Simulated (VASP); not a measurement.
Tb, 1 atom in the cell. It takes space group Fm-3m (No. 225, cubic). Conventional cell: a = 5.106 Å, b = 5.106 Å, c = 5.106 Å, α = 90.00°, β = 90.00°, γ = 90.00°. Around Tb (site symmetry m-3m) lie 12 Tb at 3.61 Å. This isn't the form of Tb at room conditions, which is hcp. The cell isn't the ideal one: volume scaled by 1.04.

```yaml
Program: VASP 6.6.1
Task: single point
Functional: r2SCAN
Potentials_or_basis: VASP PAW PBE potentials, release 64 (Tb)
Cutoff: 520 eV
k_mesh: 11 × 11 × 11
Occupations: fermi-dirac, width 0.08 eV
Spin: collinear spin, typed start
Starting_moments: "[6.0] μB"
Dipole_correction: no
Further_INCAR_settings: ALGO = Normal; EDIFF = 1e-07; NBANDS = 20
```

Potentials or basis: VASP PAW PBE potentials, release 64 (Tb).

Command:

```sh
$ cat potpaw_PBE.64/Tb/POTCAR > POTCAR
$ cp INCAR.step1 INCAR
$ mpirun -np 1 vasp_std > vasp.out
$ cp INCAR.step2 INCAR
$ mpirun -np 1 vasp_std > vasp.out
```

Hardware: 1 thread of AMD EPYC 9R45 (Zen 5) (shared host).

Task: Estimate the wall time of this run.

Result: Run time: 9.4 min on 1 thread of AMD EPYC 9R45 (Zen 5), on a shared host, peak memory 0.21 GiB. Counts: scf iterations 26, k points 56.
